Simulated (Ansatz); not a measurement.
System: GeTe (R3m, No. 160, 2 atoms in the cell). Method: r²SCAN (PAW; Ansatz, a first-principles code).

Numerical settings: plane-wave cutoff 560 eV, 10×10×10 k mesh, Fermi–Dirac smearing 0.01 eV, scalar-relativistic PAW data made under PBE.

Cell (relaxed at this level):

```xyz
2
Lattice="2.0940 1.2090 3.6836 -2.0940 1.2090 3.6836 0.0000 -2.4180 3.6836" Properties=species:S:1:pos:R:3 pbc="T T T"
Ge     0.0000     0.0000    10.9669
Te     0.0000     0.0000     5.8414
```

**Question.** Give the computed band gap, Γ–Γ gap and bulk modulus.

**Answer.** 
band gap: 0.65 eV (on the SCF k mesh)
Γ–Γ gap: 4.46 eV
bulk modulus: 28.2 GPa

Note: the relaxation could not lower the start's symmetry, so the cell can be a saddle point above a distorted one; the bulk modulus is −V dP/dV from two relaxed cells at ±2 % in volume.

Spin–orbit coupling is not included; with these elements it can move the gap by several tenths of an eV or more.

Computed values are for the static lattice.
